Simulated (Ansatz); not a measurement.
A nudged elastic band was laid between two geometries of a periodic cell of 17 atoms, Si (host Si, host structure diamond, interstitial Si).

All numbers below come from DFT PBEsol, scalar-relativistic, plane waves, PAW in Ansatz. Settings: cutoff 420 eV, k mesh 2x2x2, fermi-dirac smearing 0.02 eV, no spin polarisation.

```yaml
movable_images: 3
climbing_image: yes
spring: 5.0 eV/Å²
optimiser: quadratic models (default)
start_path: IDPP
force_threshold: 0.05 eV/Å
iteration_limit: 35
end_points: relaxed
```

Initial state:

```xyz
17
Lattice="0.0000 5.4300 5.4300 5.4300 0.0000 5.4300 5.4300 5.4300 0.0000" Properties=species:S:1:pos:R:3
Si -0.002 -0.004 -0.031
Si 1.376 1.374 1.340
Si 2.713 2.705 0.005
Si 4.048 4.043 1.335
Si 2.748 -0.005 2.719
Si 4.068 1.359 4.079
Si 5.431 2.676 2.716
Si 6.812 4.043 4.099
Si -0.001 2.746 2.717
Si 1.361 4.067 4.077
Si 2.682 5.427 2.715
Si 4.050 6.807 4.097
Si 2.715 2.715 5.430
Si 4.069 4.066 6.785
Si 5.432 5.426 5.465
Si 6.794 6.790 6.783
Si 5.428 5.420 2.720
```

Final state:

```xyz
17
Lattice="0.0000 5.4300 5.4300 5.4300 0.0000 5.4300 5.4300 5.4300 0.0000" Properties=species:S:1:pos:R:3
Si 0.004 0.004 0.004
Si 1.357 1.357 1.357
Si 2.711 2.710 0.006
Si 4.074 4.071 1.325
Si 2.711 0.006 2.710
Si 4.073 1.325 4.071
Si 5.455 2.691 2.691
Si 6.822 4.073 4.073
Si 0.005 2.711 2.711
Si 1.325 4.072 4.073
Si 2.695 5.451 2.695
Si 4.074 6.820 4.075
Si 2.694 2.694 5.452
Si 4.074 4.074 6.821
Si 5.457 5.456 5.456
Si 6.794 6.788 6.790
Si 4.079 4.073 4.075
```

Q: What changes between the two ends?

A: Contacts lost: Si2–Si17. Contacts made: Si13–Si17. The atom that moves furthest is Si17, by 2.34 Å.

Q: What energy profile does the band end with?

A: It converged. The highest image is number 2 of 0 to 4, 0.30 eV above the ends, which have the same energy within 2 meV. By the program's own check the climbing image is of a kind that is not told: the force calls were inconclusive, a negative curvature could not be distinguished from the path's own, the only one lies far off the path, or fixed occupations may fill a level only in part (lowest curvatures found: -0.28 and 0.47 eV/Å²). Limits of this set-up: coarse k mesh.

| image | path coordinate (Å) | energy (eV) | Si2–Si17 (Å) | Si13–Si17 (Å) |
| --- | --- | --- | --- | --- |
| 0 | 0.00 | 0.00 | 2.39 | 4.69 |
| 1 | 0.76 | 0.19 | 2.53 | 4.00 |
| 2 | 1.52 | 0.30 | 3.14 | 3.11 |
| 3 | 2.28 | 0.19 | 4.02 | 2.51 |
| 4 | 3.04 | 0.00 | 4.70 | 2.39 |

Q: What is the geometry of the highest image?

A: 
```xyz
17
Lattice="0.0000 5.4300 5.4300 5.4300 0.0000 5.4300 5.4300 5.4300 0.0000" Properties=species:S:1:pos:R:3
Si -0.072 -0.070 -0.019
Si 1.134 1.130 1.583
Si 2.506 2.500 0.211
Si 3.979 3.977 1.260
Si 2.732 -0.074 2.790
Si 4.142 1.335 4.001
Si 5.526 2.602 2.614
Si 6.883 3.976 4.171
Si -0.071 2.732 2.785
Si 1.334 4.140 4.005
Si 2.610 5.521 2.621
Si 3.981 6.880 4.167
Si 2.951 2.949 5.196
Si 4.141 4.143 6.813
Si 5.526 5.528 5.545
Si 7.011 7.002 6.572
Si 4.752 4.742 3.400
```

Run time: 13 min on 1 CPU thread of a shared host.
